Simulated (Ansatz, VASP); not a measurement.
# Hg in VASP and in Ansatz

File INCAR:

```
SYSTEM = Hg
PREC     = Accurate       ! precision mode
ENCUT    = 520            ! plane-wave cutoff, eV
EDIFF    = 1E-6           ! SCF threshold, eV
ISMEAR   = -1             ! smearing method
SIGMA    = 0.1            ! smearing width, eV
LREAL    = .False.        ! projectors in reciprocal space
LASPH    = .True.         ! aspherical terms in the spheres
NELM     = 60             ! most SCF steps
ALGO     = Normal         ! electronic algorithm
ISIF     = 2              ! what is computed and relaxed
LWAVE    = .False.        ! write WAVECAR
LCHARG   = .False.        ! write CHGCAR
NBANDS   = 12             ! bands
```

Contents of KPOINTS:

```
Automatic mesh
0
Gamma
  2 2 2
  0 0 0
```

POSCAR

```
Hg
1.0
    1.7463233735      1.0082402698      2.1478810803
   -1.7463233735      1.0082402698      2.1478810803
    0.0000000000     -2.0164805396      2.1478810803
Hg
1
Direct
    0.0000000000      1.0000000000      0.0000000000
```

Input for Ansatz:

```yaml
crystal:
  lattice:
    - [1.7463233735, 1.0082402698, 2.1478810803]
    - [-1.7463233735, 1.0082402698, 2.1478810803]
    - [0.0, -2.0164805396, 2.1478810803]
  atoms:
    - { symbol: Hg, position: [0.0, 1.0, 0.0] }
hamiltonian:
  xc: lda
  pseudopotentials:
    kind: paw
    azcp:
      Hg: "pseudopotentials/Hg.paw.azcp"
basis:
  ecutwfc: 420
  fft_grid_basis: typed
kpoints:
  mp_grid: { grid: [2, 2, 2], shift: [0, 0, 0] }
magnetization:
  spin_polarized: false
scf:
  occupations: { method: fermi_dirac, width: 0.1 }
  lower_state_search: "off"
output:
  stress: true
  write_density: true
  write_potential: true
  elf: true
  volumetric_format: npy
```

Alike in both runs: task single point; functional LDA; k mesh 2 × 2 × 2; occupations fermi-dirac, width 0.1 eV; no spin polarisation.

|  | VASP | Ansatz |
| --- | --- | --- |
| version | VASP 6.6.1 | Ansatz 0.2.0 |
| potentials or method | VASP PAW LDA potentials, release 64 (Hg) | plane waves (420 eV) with PAW, scalar-relativistic |
| plane-wave cutoff (eV) | 520 | 420 |
| valence electrons in the cell | 12 | 20 |

|  | VASP | Ansatz | Ansatz less VASP |
| --- | --- | --- | --- |
| pressure (GPa) | 10.4 | 9.8 | -0.57 |
| largest component of the traceless stress (GPa) | 5.81 | 5.91 | +0.098 |

The two sets of potentials don't hold the same shells in valence. Ansatz warned: «pseudo_functional_mismatch».

Caveats: the k mesh is coarse (spacing up to 1.15 Å⁻¹), so the values aren't converged. Spin-orbit coupling is left out, which matters for the levels of Hg.
